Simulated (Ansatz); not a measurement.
AlCu3, 4 atoms in the cell. It takes space group Pm-3m (No. 221, cubic). The conventional cell has a = 3.637 Å, b = 3.637 Å, c = 3.637 Å, α = 90.00°, β = 90.00°, γ = 90.00°. Cu (site symmetry 4/mmm) has 8 Cu at 2.57 Å and 4 Al at 2.57 Å as nearest neighbours. Al (site symmetry m-3m) has 12 Cu at 2.57 Å as nearest neighbours. The cell comes from a database or a generator and needn't be the stable form of this composition.

```yaml
Program: Ansatz 0.2.0
Task: relaxation of cell and atoms
Functional: PBEsol
Potentials_or_basis: Ansatz PAW
Cutoff: "420 eV (not typed: the program's choice for these potentials)"
k_mesh: 7 × 7 × 7
Occupations: fermi-dirac, width 0.05 eV
Spin: no spin polarisation
Target_pressure: 10 GPa
Target_pressure_GPa: 10
```

Potentials or basis: Ansatz PAW.

The run is started by

```console
$ ansatz run input.yaml --threads 2 --pin off --max-ram 5632MiB --backend cpu --events-out ev --progress --plain --runs-dir out
```

Hardware: 2 threads of Arm Neoverse V1 (shared host).

Estimate the wall time of this run.

Wall time 6 s on 2 threads of Arm Neoverse V1, on a shared host, peak memory 0.33 GiB. Counts: scf iterations 32, plane waves 895, k points 20, bands 36, ion steps 5.
